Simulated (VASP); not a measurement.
# Pt (Fm-3m) in VASP: elastic constants with LDA

Aim: the elastic constants of Pt with LDA.

Program: VASP 6.6.1. These are calculated values, not measurements. Logs are shortened: lines on timing, memory, paths and dates and some standing lists are left out, and cuts for length are marked.

## Step 1: The crystal as given

The structure is cubic, space group Fm-3m (No. 225). The conventional cell has a = 3.943 Å, b = 3.943 Å, c = 3.943 Å, α = 90.00°, β = 90.00°, γ = 90.00°. Around Pt (site symmetry m-3m) lie 12 Pt at 2.79 Å.

## Step 2: Elastic constants, LDA

POSCAR reads:

```
Pt
1.0
    0.0000000000      1.9715751800      1.9715751800
    1.9715751800      0.0000000000      1.9715751800
    1.9715751800      1.9715751800      0.0000000000
Pt
1
Direct
    0.0000000000      0.0000000000      0.0000000000
```

INCAR.step1 reads:

```
PREC = Accurate ; ENCUT = 600
EDIFF = 1E-8 ; ISMEAR = 0
SIGMA = 0.1 ; LREAL = F
LASPH = T ; NELM = 80
ALGO = Fast ; ISIF = 3
LWAVE = F ; LCHARG = F
GGA = CA ; IBRION = 2
NSW = 40 ; EDIFFG = -0.002
```

INCAR.step2 reads:

```
PREC = Accurate ; ENCUT = 600
EDIFF = 1E-8 ; ISMEAR = 0
SIGMA = 0.1 ; LREAL = F
LASPH = T ; NELM = 80
ALGO = Fast ; ISIF = 3
LWAVE = F ; LCHARG = F
GGA = CA ; IBRION = 6
NFREE = 2 ; POTIM = 0.015
NSW = 1
```

KPOINTS reads:

```
regular mesh
0
Gamma
  8 8 8
```

Potentials or basis: VASP PAW LDA potentials, release 64 (Pt).

The run is started by

```sh
$ cat potpaw_LDA.64/Pt/POTCAR > POTCAR
$ cp INCAR.step1 INCAR
$ mpirun -np 1 vasp_std > vasp.out
$ cp CONTCAR POSCAR
$ cp INCAR.step2 INCAR
$ mpirun -np 1 vasp_std > vasp.out
```

OUTCAR:

```text
PREC = Accurate
   ENCUT = 600
   EDIFF = 1E-8
   ISMEAR = 0
   LREAL = F
   LASPH = T
   NELM = 80
   ISIF = 3
   GGA = CA
   IBRION = 6
   NFREE = 2
   POTIM = 0.015
   NSW = 1

 ion  position               nearest neighbor table
   1  0.000  0.000  0.000-

  LATTYP: Found a face centered cubic cell.
 ALAT       =     3.8947563188

  Lattice vectors:

 A1 = (   0.0000000000,   1.9473781594,   1.9473781594)
 A2 = (   1.9473781594,   0.0000000000,   1.9473781594)
 A3 = (   1.9473781594,   1.9473781594,   0.0000000000)

Analysis of symmetry for initial positions (statically):
=====================================================================
 Subroutine PRICEL returns:
 Original cell was already a primitive cell.

 Routine SETGRP: Setting up the symmetry group for a
 face centered cubic supercell.

 Subroutine GETGRP returns: Found 48 space group operations
 (whereof 48 operations were pure point group operations)
 out of a pool of 48 trial point group operations.

The static configuration has the point symmetry O_h .

Analysis of symmetry for dynamics (positions and initial velocities):
=====================================================================
 Subroutine PRICEL returns:
 Original cell was already a primitive cell.

 Routine SETGRP: Setting up the symmetry group for a
 face centered cubic supercell.

 Subroutine GETGRP returns: Found 48 space group operations
 (whereof 48 operations were pure point group operations)
 out of a pool of 48 trial point group operations.

The dynamic configuration has the point symmetry O_h .

 Subroutine INISYM returns: Found 48 space group operations
 (whereof 48 operations are pure point group operations),
 and found     1 'primitive' translations

----------------------------------------------------------------------------------------
[... 341 lines left out ...]
  band No.  band energies     occupation
      1       1.0705      2.00000
      2       7.5740      2.00000
      3       7.5740      2.00000
      4       7.5740      2.00000
      5       9.8363      2.00000
      6       9.8363      2.00000
      7      26.1162      0.00000
      8      31.1537      0.00000
      9      31.1537      0.00000
[... 265 lines left out ...]
 k-point    24 :      -0.3750    0.2500    0.1250
  band No.  band energies     occupation
      1       5.2668      2.00000
      2       6.5254      2.00000
      3       7.9427      2.00000
      4       8.7281      2.00000
      5      11.3173      1.98324
      6      16.0254      0.00000
      7      17.1596      0.00000
      8      26.4464      0.00000
      9      26.7567      0.00000

 [... further k-points ...]

------------------------ aborting loop because EDIFF is reached ----------------------------------------

  FORCE on cell =-STRESS in cart. coord.  units (eV):
  Direction    XX          YY          ZZ          XY          YZ          ZX
  --------------------------------------------------------------------------------------
  -------------------------------------------------------------------------------------
  Total       -0.0014676     -0.0014676     -0.0014676     -0.0000000      0.0000000      0.0000000
  in kB       -0.1592026     -0.1592026     -0.1592026     -0.0000000      0.0000000      0.0000000
  external PRESSURE =      -0.1592026 kB  Pullay stress =       0.0000000 kB
[... 16 lines left out ...]
  FREE ENERGIE OF THE ION-ELECTRON SYSTEM (eV)
  ---------------------------------------------------
  free  energy   TOTEN  =        -7.4980072584 eV

  energy  without entropy=       -7.4893493567  energy(sigma->0) =       -7.49367831

 INTERNAL STRAIN TENSORS FROM STRAINED CELLS
 ============================================

 INTERNAL STRAIN TENSOR FOR ION    1 for displacements in x,y,z  (eV/Angst):
          X           Y           Z          XY          YZ          ZX
  --------------------------------------------------------------------------------
  x    -0.00000     0.00000     0.00000     0.00000     0.00000     0.00000
  y    -0.00000    -0.00000    -0.00000     0.00000     0.00000    -0.00000
  z    -0.00000     0.00000    -0.00000    -0.00000    -0.00000     0.00000

 INTERNAL STRAIN TENSORS FROM DISPLACED ATOMS
 ============================================

 INTERNAL STRAIN TENSOR FOR ION    1 for displacements in x,y,z  (eV/Angst):
          X           Y           Z          XY          YZ          ZX
  --------------------------------------------------------------------------------
  x     0.00000     0.00000     0.00000     0.00000     0.00000     0.00000
  y     0.00000     0.00000     0.00000     0.00000     0.00000     0.00000
  z     0.00000     0.00000     0.00000     0.00000     0.00000     0.00000

 Eigenvectors and eigenvalues of the dynamical matrix
 ----------------------------------------------------

   1 f  =    0.000000 THz     0.000000 2PiTHz    0.000000 cm-1     0.000000 meV
             X         Y         Z           dx          dy          dz
      0.000000  0.000000  0.000000     0.894427    0.447214    0.000000

   2 f  =    0.000000 THz     0.000000 2PiTHz    0.000000 cm-1     0.000000 meV
             X         Y         Z           dx          dy          dz
      0.000000  0.000000  0.000000     0.447214   -0.894427    0.000000

   3 f  =    0.000000 THz     0.000000 2PiTHz    0.000000 cm-1     0.000000 meV
             X         Y         Z           dx          dy          dz
      0.000000  0.000000  0.000000     0.000000    0.000000    1.000000

--------------------------------------------------------------------------------------------------------

 ELASTIC MODULI CONTR FROM IONIC RELAXATION (kBar)
 Direction    XX          YY          ZZ          XY          YZ          ZX
 --------------------------------------------------------------------------------
 XX           0.0000      0.0000      0.0000      0.0000      0.0000      0.0000
 YY           0.0000      0.0000      0.0000      0.0000      0.0000      0.0000
 ZZ           0.0000      0.0000      0.0000      0.0000      0.0000      0.0000
 XY           0.0000      0.0000      0.0000      0.0000      0.0000      0.0000
 YZ           0.0000      0.0000      0.0000      0.0000      0.0000      0.0000
 ZX           0.0000      0.0000      0.0000      0.0000      0.0000      0.0000
 --------------------------------------------------------------------------------

 TOTAL ELASTIC MODULI (kBar)
 Direction    XX          YY          ZZ          XY          YZ          ZX
 --------------------------------------------------------------------------------
 XX        4226.4982   2547.9955   2547.9955     -0.0000     -0.0000     -0.0000
 YY        2547.9955   4226.4982   2547.9955     -0.0000     -0.0000     -0.0000
 ZZ        2547.9955   2547.9955   4226.4982      0.0000      0.0000     -0.0000
 XY          -0.0000     -0.0000      0.0000   1251.6303      0.0000     -0.0000
 YZ          -0.0000     -0.0000      0.0000      0.0000   1251.6303      0.0000
 ZX          -0.0000     -0.0000     -0.0000     -0.0000      0.0000   1251.6303
 --------------------------------------------------------------------------------
```

OUTCAR.step1:

```text
PREC = Accurate
   ENCUT = 600
   EDIFF = 1E-8
   ISMEAR = 0
   LREAL = F
   LASPH = T
   NELM = 80
   ISIF = 3
[... 716 lines left out ...]
  -------------------------------------------------------------------------------------
  Total       -0.0000550     -0.0000550     -0.0000550      0.0000000     -0.0000000     -0.0000000
  in kB       -0.0059630     -0.0059630     -0.0059630      0.0000000     -0.0000000     -0.0000000
  external PRESSURE =      -0.0059630 kB  Pullay stress =       0.0000000 kB
[... 16 lines left out ...]
  FREE ENERGIE OF THE ION-ELECTRON SYSTEM (eV)
  ---------------------------------------------------
  free  energy   TOTEN  =        -7.4981110052 eV

  energy  without entropy=       -7.4894529263  energy(sigma->0) =       -7.49378197

 reached required accuracy - stopping structural energy minimisation
```

OSZICAR.step1:

```text
N       E                     dE             d eps       ncg     rms          rms(c)
DAV:   1     0.431623465626E+02    0.43162E+02   -0.62381E+03   522   0.118E+03
DAV:   2    -0.743357745667E+01   -0.50596E+02   -0.49469E+02   559   0.206E+02
DAV:   3    -0.794102966867E+01   -0.50745E+00   -0.50093E+00   618   0.216E+01
[... 73 lines left out ...]
RMM:   2    -0.749811732924E+01    0.96646E-04   -0.13141E-04   522   0.116E-01    0.296E-02
RMM:   3    -0.749811077190E+01    0.65573E-05   -0.16887E-05   522   0.424E-02    0.149E-02
RMM:   4    -0.749811099287E+01   -0.22097E-06   -0.16297E-06   522   0.135E-02    0.782E-04
RMM:   5    -0.749811100127E+01   -0.84088E-08   -0.23069E-07   520   0.467E-03    0.585E-04
RMM:   6    -0.749811100518E+01   -0.39030E-08   -0.34171E-08   410   0.172E-03
   7 F= -.74981110E+01 E0= -.74937820E+01  d E =-.283556E-05
```

Wall time 81 s (1 thread of Intel Xeon 6975P-C (Granite Rapids), shared host); peak memory 0.17 GiB.

What came out:

| Item | Value |
| --- | --- |
| Relaxed volume | 14.77 Å³/atom |
| Relaxed cell | a = 2.754 Å, b = 2.754 Å, c = 2.754 Å, α = 60.00°, β = 60.00°, γ = 60.00° |
| Space group after relaxing (to 0.05 Å) | Fm-3m (No. 225) |
| Elastic constants C11, C12, C44 | 423, 255, 125 GPa |
| Voigt bulk modulus | 311 GPa |

Step by step:
```csv
step,energy change (eV),largest force (eV/Å),pressure (GPa),volume (Å³)
1,0.0000,0.0000,-10.42,15.33
2,0.1795,0.0000,46.07,13.22
3,-0.0188,0.0000,-0.51,14.79
4,-0.0188,0.0000,-0.09,14.77
5,-0.0188,0.0000,0.14,14.76
6,-0.0188,0.0000,-0.35,14.79
7,-0.0188,0.0000,0.00,14.77
```

Final structure:
```
Pt
1.0
     0.00000    1.94738    1.94738
     1.94738    0.00000    1.94738
     1.94738    1.94738    0.00000
Pt
1
Direct
  0.00000 0.00000 0.00000
```

Elastic tensor in Voigt notation (GPa, in the Cartesian axes of the cell as first typed):
```
423 255 255   0   0   0
255 423 255   0   0   0
255 255 423   0   0   0
  0   0   0 125   0   0
  0   0   0   0 125   0
  0   0   0   0   0 125
```

Clamped-ion elastic tensor (GPa):
```
423 255 255   0   0   0
255 423 255   0   0   0
255 255 423   0   0   0
  0   0   0 125   0   0
  0   0   0   0 125   0
  0   0   0   0   0 125
```

The run has no spin-orbit coupling, so splittings on Pt are missing.
